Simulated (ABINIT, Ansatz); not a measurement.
# Quasiparticle gap of InP (F-43m) in ABINIT

Aim: the G0W0 gap of InP (F-43m) on PBE, step by step.

Main program and level: ABINIT 10.8.3; PBE and many-body steps on it, plane waves.

The database entry behind the starting cell differs from later determinations by our own check (0.1 to 0.3 % short, probably kX units), so it need not match the best structure at ambient conditions.

## 1. Set-up

It takes space group F-43m (No. 216, cubic). The conventional cell has a = 5.861 Å, b = 5.861 Å, c = 5.861 Å, α = 90.00°, β = 90.00°, γ = 90.00°. Nearest to In lie 4 P at 2.54 Å. Nearest to P lie 4 In at 2.54 Å. Farther neighbours are not listed.

The cell and positions come from the Crystallography Open Database and are kept as given unless a step says otherwise.

## 2. Ground state

This step: ABINIT 10.8.3; DFT, PBE, plane waves, norm-conserving pseudopotentials.

The ground-state density comes first.

run.abi

```
acell 3*1.0 Angstrom
rprim 
  -0.000000000000 2.930500000000 2.930500000000
  2.930500000000 -0.000000000000 2.930500000000
  2.930500000000 2.930500000000 -0.000000000000
ntypat 2
znucl 49 15
natom 2
typat 1 2
xred 
  0.000000000000 0.000000000000 0.000000000000
  0.250000000000 0.250000000000 0.250000000000
pp_dirpath "pseudos"
pseudos "In.upf, P.upf"
ecut 33
ngkpt 6 6 6
nshiftk 1
shiftk 0 0 0
kptopt 1
chksymbreak 0
nband 18
occopt 1
tolvrs 1e-10
nstep 60
prtwf 0
optforces 0
optstress 0
indata_prefix "in"
outdata_prefix "out"
tmpdata_prefix "tmp"
```

Launch:

```sh
$ OMP_NUM_THREADS=1 mpirun -n 4 abinit run.abi > log
```

Numbers of over 12 decimals in the logs are rounded to 6 here.

What it wrote:

```text
.Version 10.8.3 of ABINIT. v10.8.2 released Aug 2026.

 Symmetries : space group F-4 3 m (#216); Bravais cF (face-center cubic)
================================================================================
 Values of the parameters that define the memory need of the present run
     intxc =       0    ionmov =       0      iscf =       7    lmnmax =       6
     lnmax =       6     mgfft =      45  mpssoang =       3    mqgrid =    3001
     natom =       2  nloc_mem =       1    nspden =       1   nspinor =       1
    nsppol =       1      nsym =      24    n1xccc =    2501    ntypat =       2
    occopt =       1   xclevel =       2
-    mband =          18        mffmem =           1         mkmem =           4
       mpw =        3100          nfft =       91125          nkpt =          16
================================================================================
  Rough estimation (10% accuracy) of disk space for files :
================================================================================

--------------------------------------------------------------------------------
------------- Echo of variables that govern the present computation ------------
--------------------------------------------------------------------------------
 -outvars: echo values of preprocessed input variables --------
            acell      1.8897261259E+00  1.8897261259E+00  1.8897261259E+00 Bohr

      chksymbreak           0
             ecut      3.30000000E+01 Hartree
-          fftalg         312

              ixc     -101130
              kpt      0.00000000E+00  0.00000000E+00  0.00000000E+00
                       1.66666667E-01  0.00000000E+00  0.00000000E+00
                       3.33333333E-01  0.00000000E+00  0.00000000E+00
                       5.00000000E-01  0.00000000E+00  0.00000000E+00
                       1.66666667E-01  1.66666667E-01  0.00000000E+00
                       3.33333333E-01  1.66666667E-01  0.00000000E+00
                       5.00000000E-01  1.66666667E-01  0.00000000E+00
                      -3.33333333E-01  1.66666667E-01  0.00000000E+00
                      -1.66666667E-01  1.66666667E-01  0.00000000E+00
   [... 5 further rows ...]
                      -3.33333333E-01  3.33333333E-01  1.66666667E-01
                      -3.33333333E-01  5.00000000E-01  1.66666667E-01
         kptrlatt        6    0    0      0    6    0      0    0    6
          kptrlen      4.69901511E+01
P           mkmem           4
            natom           2
            nband          18
            ngfft          45      45      45
             nkpt          16
            nstep          60
             nsym          24
           ntypat           2
              occ      2.000000  2.000000  2.000000  2.000000  2.000000  2.000000
                       2.000000  2.000000  2.000000  2.000000  2.000000  2.000000
                       2.000000  0.000000  0.000000  0.000000  0.000000  0.000000
        optforces           0
        optstress           0
            prtwf           0
            rprim     -0.0000000000E+00  2.9305000000E+00  2.9305000000E+00
[...]
spgroup         216

           tolvrs      1.00000000E-10

             xred      0.0000000000E+00  0.0000000000E+00  0.0000000000E+00
[...]
znucl       49.00000   15.00000

================================================================================

 chkinp: Checking input parameters for consistency.

================================================================================
== DATASET  1 ==================================================================
-   mpi_nproc: 4, omp_nthreads: 1 (-1 if OMP is not activated)

--- !DatasetInfo
iteration_state: {dtset: 1, }
dimensions: {natom: 2, nkpt: 16, mband: 18, nsppol: 1, nspinor: 1, nspden: 1, mpw: 3100, }
cutoff_energies: {ecut:  33.0, pawecutdg:  -1.0, }
electrons: {nelect:   2.60000000E+01, charge:   0.00000000E+00, occopt:   1.00000000E+00, tsmear:   1.00000000E-02, }

 Real(R)+Recip(G) space primitive vectors, cartesian coordinates (Bohr,Bohr^-1):
 R(1)=  0.0000000  5.5378424  5.5378424  G(1)= -0.0902879  0.0902879  0.0902879
 R(2)=  5.5378424  0.0000000  5.5378424  G(2)=  0.0902879 -0.0902879  0.0902879
 R(3)=  5.5378424  5.5378424  0.0000000  G(3)=  0.0902879  0.0902879 -0.0902879
 Unit cell volume ucvol=  3.3966576E+02 bohr^3
 Angles (23,13,12)=  6.00000000E+01  6.00000000E+01  6.00000000E+01 degrees

 getcut: wavevector=  0.0000  0.0000  0.0000  ngfft=  45  45  45
         ecut(hartree)=     33.000   => boxcut(ratio)=   2.17258

--- Pseudopotential description ------------------------------------------------
- In Generated using ONCVPSP code by D. R. Hamann
- 49.00000  21.00000  171031                  znucl, zion, pspdat
12 -101130 2 -1 1964                          pspcod,pspxc,lmax,lloc,mmax
     nproj     2     2     2
  pspatm : epsatm=   33.77322108
         --- l  ekb(1:nproj) -->
[...]
pspatm: atomic psp has been read  and splines computed

- P Generated using ONCVPSP code by D. R. Hamann
- 15.00000   5.00000  171031                  znucl, zion, pspdat
12 -101130 2 -1 1298                          pspcod,pspxc,lmax,lloc,mmax
     nproj     2     2     2
  pspatm : epsatm=    8.05910421
         --- l  ekb(1:nproj) -->
[...]
2   -3.154982   -0.827415
 pspatm: atomic psp has been read  and splines computed

   1.08764046E+03                                ecore*ucvol(ha*bohr**3)
--------------------------------------------------------------------------------

_setup2: Arith. and geom. avg. npw (full set) are    3076.875    3076.851

================================================================================

--- !BeginCycle
iteration_state: {dtset: 1, }
solver: {iscf: 7, nstep: 60, nline: 4, wfoptalg: 0, }
tolerances: {tolvrs: 1.00E-10, }

     iter   Etot(hartree)      deltaE(h)  residm     vres2
 ETOT  1  -205.97379630002    -2.060E+02 2.231E-01 2.035E+02
 ETOT  2  -206.37873386066    -4.049E-01 1.252E-02 2.815E+01
 ETOT  3  -206.38174677282    -3.013E-03 2.083E-02 7.750E-01
 ETOT  4  -206.38178877304    -4.200E-05 7.453E-04 6.304E-02
 ETOT  5  -206.38179190036    -3.127E-06 1.917E-04 6.390E-03
 ETOT  6  -206.38179338651    -1.486E-06 1.096E-03 2.070E-03
 ETOT  7  -206.38179369326    -3.067E-07 7.848E-05 4.100E-06
 ETOT  8  -206.38179369380    -5.402E-10 2.939E-04 8.570E-08
 ETOT  9  -206.38179369381    -1.472E-11 1.631E-05 3.250E-09
 ETOT 10  -206.38179369381    -2.103E-12 5.739E-05 2.705E-10
 ETOT 11  -206.38179369381    -5.400E-13 3.083E-06 1.165E-11

 At SCF step   11       vres2   =  1.17E-11 < tolvrs=  1.00E-10 =>converged.

--- !ResultsGS
iteration_state: {dtset: 1, }
comment   : Summary of ground state results
lattice_vectors:
- [ -0.0000000,   5.5378424,   5.5378424, ]
- [  5.5378424,  -0.0000000,   5.5378424, ]
- [  5.5378424,   5.5378424,  -0.0000000, ]
lattice_lengths: [   7.83169,    7.83169,    7.83169, ]
lattice_angles: [ 60.000,  60.000,  60.000, ] # degrees, (23, 13, 12)
lattice_volume:   3.3966576E+02
convergence: {deltae: -5.400E-13, res2:  1.165E-11, residm:  3.083E-06, diffor:  0.000E+00, }
etotal    :  -2.06381794E+02
entropy   :   0.00000000E+00
fermie    :   1.82435607E-01
cartesian_stress_tensor: null
pressure_GPa: null
xred      :
- [  0.0000E+00,   0.0000E+00,   0.0000E+00, In]
- [  2.5000E-01,   2.5000E-01,   2.5000E-01,  P]
cartesian_forces: null
force_length_stats: {min: null, max: null, mean: null, }

 Integrated electronic density in atomic spheres:
 ------------------------------------------------
 Atom  Sphere_radius  Integrated_density
    1        2.00000         17.85064401
    2        2.00000          2.75896772
================================================================================

 ----iterations are completed or convergence reached----

 Mean square residual over all n,k,spin=   10.723E-09; max=  30.825E-07
 reduced coordinates (array xred) for    2 atoms
       0.000000000000      0.000000000000      0.000000000000
       0.250000000000      0.250000000000      0.250000000000
 rms dE/dt=  0.0000E+00; max dE/dt=  0.0000E+00; dE/dt below (all hartree)
    1       0.000000000000      0.000000000000      0.000000000000
    2       0.000000000000      0.000000000000      0.000000000000

 cartesian coordinates (angstrom) at end:
    1      0.000000     0.000000     0.000000
    2      1.465250     1.465250     1.465250
 length scales=  1.889726125908  1.889726125908  1.889726125908 bohr
              =  1.000000000000  1.000000000000  1.000000000000 angstroms
 prteigrs : about to open file out_EIG
 Fermi (or HOMO) energy (hartree) =   0.18244   Average Vxc (hartree)=  -0.34806
 Eigenvalues (hartree) for nkpt=  16  k points:
 kpt#   1, nband= 18, wtk=  0.00463, kpt=  0.0000  0.0000  0.0000 (reduced coord)
  -4.04594   -2.51987   -2.51987   -2.51987   -0.33970   -0.33970   -0.33970   -0.33420
  -0.33420   -0.24085    0.18244    0.18244    0.18244    0.20849    0.33265    0.33265
   0.33265    0.49824
 prteigrs : prtvol=0 or 1, do not print more k-points.

--- !EnergyTerms
iteration_state     : {dtset: 1, }
comment             : Components of total free energy in Hartree
kinetic             :  7.02144370806370E+01
hartree             :  7.44753590612907E+01
xc                  : -3.01419855988576E+01
Ewald energy        : -1.04054616797132E+02
psp_core            :  3.20209033028539E+00
local_psp           : -2.04256010233885E+02
non_local_psp       : -1.58210675361525E+01
total_energy        : -2.06381793693814E+02
total_energy_eV     : -5.61593470234074E+03
band_energy         : -2.64771403849235E+01

== END DATASET(S) ==============================================================
================================================================================

 -outvars: echo values of variables after computation  --------
           etotal     -2.0638179369E+02
            nband          18
             nkpt          16
          spgroup         216
 [... the other variables as echoed above ...]

 Calculation completed.
```

Elapsed: 14 s, on 4 MPI ranks of Arm Neoverse V1, shared host; peak memory 0.32 GiB; 54 s of CPU time.

Numbers from this step:

```
total energy               : -5615.9347 eV
gap                        : 0.7089 eV
k of the valence top       : 0, 0, 0
k of the conduction bottom : 0, 0, 0
least direct gap           : 0.7089 eV
```

The gap is direct, at Γ.

(Continued in part 2 of 3.)

[Paths, hosts, dates, memory and timing lines, banners, echoed tables and standing remarks are left out of the program output.]

[Logs are printed without paths, hosts, clocks, repeated set-up lines and the standing remarks that a program may print on its own settings, such as how far it seeks lower states.]

[Runs of the session that timed out or met a known fault of the program may be left out.]

[Hosts, paths, dates, database ids (printed as entryN), source tags and the programs' standing remarks are cut or masked in the printed files.]

[G0W0 gaps are taken among the corrected bands and points alone; a level outside them can change the order at an edge.]

[Where Ansatz stands beside ABINIT at settings called matched, ABINIT's density can come from a denser mesh and the files from another edition; pairs whose starting gaps differed by over 0.03 eV were left out, so agreement reads better than it is.]
